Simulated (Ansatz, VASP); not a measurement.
# Two plane-wave programs on Al2Au

Contents of POSCAR:

```
Al2Au
1.0
    0.0000000000      3.0731994218      3.0731994218
    3.0731994218      0.0000000000      3.0731994218
    3.0731994218      3.0731994218      0.0000000000
Al Au
2 1
Direct
    0.2500000000      0.2500000000      0.2500000000
    0.7500000000      0.7500000000      0.7500000000
    0.0000000000      0.0000000000      0.0000000000
```

File INCAR.step1:

```
SYSTEM = Al2Au
ALGO     = Normal         ! electronic algorithm
EDIFF    = 1E-4           ! SCF threshold, eV
ENCUT    = 520            ! plane-wave cutoff, eV
GGA      = PE             ! functional
ISMEAR   = -1             ! smearing method
LASPH    = .TRUE.         ! aspherical terms in the spheres
LCHARG   = .FALSE.        ! write CHGCAR
LREAL    = .FALSE.        ! projectors in reciprocal space
LWAVE    = .TRUE.         ! write WAVECAR
NBANDS   = 16             ! bands
NELM     = 80             ! most SCF steps
PREC     = Accurate       ! precision mode
SIGMA    = 0.2            ! smearing width, eV
```

INCAR.step2

```
SYSTEM = Al2Au
ALGO     = Normal         ! electronic algorithm
EDIFF    = 1E-6           ! SCF threshold, eV
ENCUT    = 520            ! plane-wave cutoff, eV
ISIF     = 2              ! what is computed and relaxed
ISMEAR   = -1             ! smearing method
ISTART   = 1            
IVDW     = 12             ! dispersion correction
LASPH    = .TRUE.         ! aspherical terms in the spheres
LCHARG   = .FALSE.        ! write CHGCAR
LMIXTAU  = .TRUE.       
LREAL    = .FALSE.        ! projectors in reciprocal space
LWAVE    = .FALSE.        ! write WAVECAR
METAGGA  = R2SCAN         ! meta-GGA
NBANDS   = 16             ! bands
NELM     = 80             ! most SCF steps
PREC     = Accurate       ! precision mode
SIGMA    = 0.2            ! smearing width, eV
VDW_A1   = 0.49484001   
VDW_A2   = 5.73083694   
VDW_S6   = 1.0          
VDW_S8   = 0.78981345
```

KPOINTS

```
k-points
0
G
  7 7 7
  0 0 0
```

Input for Ansatz:

```yaml
crystal:
  lattice:
    - [0.0, 3.0731994217773995, 3.0731994217773995]
    - [3.0731994217773995, 0.0, 3.0731994217773995]
    - [3.0731994217773995, 3.0731994217773995, 0.0]
  atoms:
    - { symbol: Al, position: [0.25, 0.25, 0.25] }
    - { symbol: Al, position: [0.75, 0.75, 0.75] }
    - { symbol: Au, position: [0.0, 0.0, 0.0] }
accuracy: low
kpoints:
  mp_grid:
    grid: [7, 7, 7]
hamiltonian:
  xc: r2scan
  dispersion: d3bj
  pseudopotentials:
    kind: nc
scf:
  mixing:
    algorithm: msr1
    beta: 0.4
    ndim: 12
  occupations:
    method: fermi_dirac
    width: 0.2
```

Alike in both runs: task single point; functional r2SCAN; dispersion D3(BJ); k mesh 7 × 7 × 7; occupations fermi-dirac, width 0.2 eV; no spin polarisation.

|  | VASP | Ansatz |
| --- | --- | --- |
| version | VASP 6.6.1 | Ansatz 0.2.0 |
| potentials or method | VASP PAW PBE potentials, release 64 (Al, Au) | plane waves, norm-conserving potentials |
| plane-wave cutoff (eV) | 520 | 1034 |
| valence electrons in the cell | 17 | 25 |

VASP gave:

| Quantity | Value |
| --- | --- |
| dispersion energy (meV/atom) | -176.5 |

**Question.** Estimate Ansatz's values.

**Answer.** Dispersion energy (meV/atom): -176.6.

The two sets of potentials don't hold the same shells in valence. Ansatz warned: «dispersion_damping_borrowed».

 The runs have no spin-orbit coupling, so splittings on Au are missing.
